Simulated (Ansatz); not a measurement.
GeTe (alpha-GeTe type, space group R3m)

```xyz
4
Lattice="4.2266 2.4402 7.2798 -2.1133 1.2201 3.6399 0.0000 -2.4402 3.6399" Properties=species:S:1:pos:R:3 pbc="T T T"
Ge     0.0000     0.0000     2.5578
Ge     2.1133     1.2201     6.1977
Te     0.0000     0.0000     8.3620
Te     2.1133     1.2201    12.0019
```

In this cell atom 3 (Te, nearest neighbour Ge at 2.852 Å; its periodic images, 4.2 Å or more away, move with it) is moved by s towards the nearest neighbour, unit vector (0.741, -0.428, 0.517); all other atoms and the cell stay fixed.

The numbers are results of PBE (plane waves to 420 eV, PAW, scalar-relativistic; Ansatz, an electronic-structure program), not measurements. k mesh 4×8×8 (Γ-centred), Fermi-Dirac smearing 0.05 eV. F∥ is the force on the atom along that direction. GeTe was relaxed with its symmetry unable to fall. Spin-orbit coupling is left out, though Te is heavy. 

| s (Å) | F∥ (eV/Å) |
|---|---|
| -0.290 | 0.774 |
| -0.232 | 0.645 |
| -0.174 | 0.513 |
| -0.116 | 0.368 |
| -0.058 | 0.202 |
| 0.000 | 0.008 |
| 0.058 | -0.223 |
| 0.116 | -0.496 |
| 0.174 | -0.821 |
| 0.232 | -1.208 |
| 0.290 | -1.667 |

Problem. What is the force constant k = d²E/ds² of this move at s = 0?

Solution. 3.64 eV/Å². The forces along the line at the two nearest points give (0.202 − (-0.223)) / (2·0.058) = 3.66 eV/Å²; the next pair corrects for the finite step.

(For displaced atoms, the force is minus the slope of the energy, and its curvature is a force constant, which sets phonon frequencies.)
